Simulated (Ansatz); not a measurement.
# MgO: the cost of one run

Computed with Ansatz 0.2.0 (DFT r2SCAN, scalar-relativistic, plane waves, PAW, unless a step's input says otherwise).

1 further run of the same task is left out (set aside as unsound or not needed).

## 1. The starting structure

The structure is cubic, space group Pm-3m (No. 221). Conventional cell: a = 2.655 Å, b = 2.655 Å, c = 2.655 Å, α = 90.00°, β = 90.00°, γ = 90.00°. Mg (site symmetry m-3m) is surrounded by 8 O at 2.30 Å. Around O (site symmetry m-3m) lie 8 Mg at 2.30 Å.

Coordinates:

```xyz
2
Lattice="2.6546 0.0000 0.0000 0.0000 2.6546 0.0000 0.0000 0.0000 2.6546" Properties=species:S:1:pos:R:3 pbc="T T T"
Mg    0.0000    0.0000    0.0000
O     1.3273    1.3273    1.3273
```

This is candidate A: caesium chloride type (Pm-3m, No. 221).

(A quick probe on a coarse mesh, which set the mesh and smearing, is not shown.)

## 3. Rough relaxation on the coarse mesh (candidate A)

Contents of input.yaml:

```yaml
crystal:
  lattice:
    - [2.654637008, 0.0, 0.0]
    - [0.0, 2.654637008, 0.0]
    - [0.0, 0.0, 2.654637008]
  atoms:
    - { symbol: Mg, position: [0.0, 0.0, 0.0] }
    - { symbol: O, position: [0.5, 0.5, 0.5] }
basis:
  ecutwfc: 500
kpoints:
  mp_grid: { grid: [6, 6, 6] }
hamiltonian:
  xc: r2scan
scf:
  occupations: { method: gaussian, width: 0.1 }
  lower_state_search: "off"
output:
  forces: true
  stress: true
  eigenvalues: true
relax:
  adjacent_minimum: "off"
  f_tol: 0.04
  max_steps: 70
  cell: { stress_tol: 0.4 }
```

Launch:

```
ansatz run input.yaml --threads 1 --pin off --max-ram 3072MiB --backend cpu --events-out ev --progress --plain --runs-dir out
```

Q: Estimate wall time and peak memory on 1 thread of Intel Xeon 6975P-C (Granite Rapids), shared host.

About 2.2 s, with a peak of 0.35 GiB.
